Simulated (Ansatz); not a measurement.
Take ZnTe in the zinc blende structure (space group F-43m, No. 216; a = 6.114 Å) as the base.

Method: Kohn–Sham DFT with the r2SCAN functional, run in Ansatz (a quantum-chemistry and plane-wave program) with PAW and 500 eV plane waves, without spin-orbit coupling.

For the base:

| Quantity | Value |
|---|---|
| Lattice parameter a | 6.114 Å |
| Valley order | Γ 1.79 eV; L along ⟨111⟩ 2.20 eV; a point along ⟨100⟩, about 0.9 Å⁻¹ from Γ 2.55 eV |

Perturbation: a hydrostatic pressure of 15 GPa.

**Question.** Predict the new lattice parameter a and valley order.

**Answer.** The lattice parameter a falls by 0.383 Å, from 6.114 Å to 5.731 Å; the valley order (the lowest conduction-band minima on the path, energy above the VBM, named in the base's zone) goes from Γ 1.79 eV; L along ⟨111⟩ 2.20 eV; a point along ⟨100⟩, about 0.9 Å⁻¹ from Γ 2.55 eV to a point along ⟨100⟩, about 0.9 Å⁻¹ from Γ 2.10 eV; L along ⟨111⟩ 2.48 eV; Γ 2.85 eV.

With Te present, leaving out spin-orbit coupling can change the band edges. The levels and masses belong to the bands next to the band gap. Load acts through the strain it causes; cell and atoms are relaxed under it. Whether these cells are dynamically stable was not tested. Measured, ZnTe leaves this structure (for cinnabar) near 9.5 GPa (temperature not stated; as listed in Datta, Sujoy, Jana, Debnarayan, arXiv (2020)), on rising pressure, with hysteresis.
